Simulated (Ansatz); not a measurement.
Take InN in the zinc blende structure (space group F-43m, No. 216; a = 4.9992 Å) as the base.

Computed with r2SCAN/PAW in Ansatz (a first-principles code), without spin-orbit coupling.

For the base:

```
Property    Value
--------  -------
Pressure  0.0 GPa
Band gap     zero
```

Now apply this change: every lattice vector is stretched by 4.40 %, atoms relaxed at fixed cell.

Problem. Estimate the effect on the pressure.

Solution. The pressure goes from zero to -13.4 GPa.

Problem. How does this affect the energy relative to the base?

Solution. The energy goes up by 102 meV/atom.

Problem. What does the calculation give for the band gap after the change?

Solution. The band gap remains zero.

The mesh was chosen for an insulator and is coarse for the gapless case. The cells carry an imposed strain or load. Stability against distortions was not tested. All final runs are without spin polarisation. This is not the structure that InN has at room temperature and ambient pressure. The zero or small gap of InN can change with the level of theory.
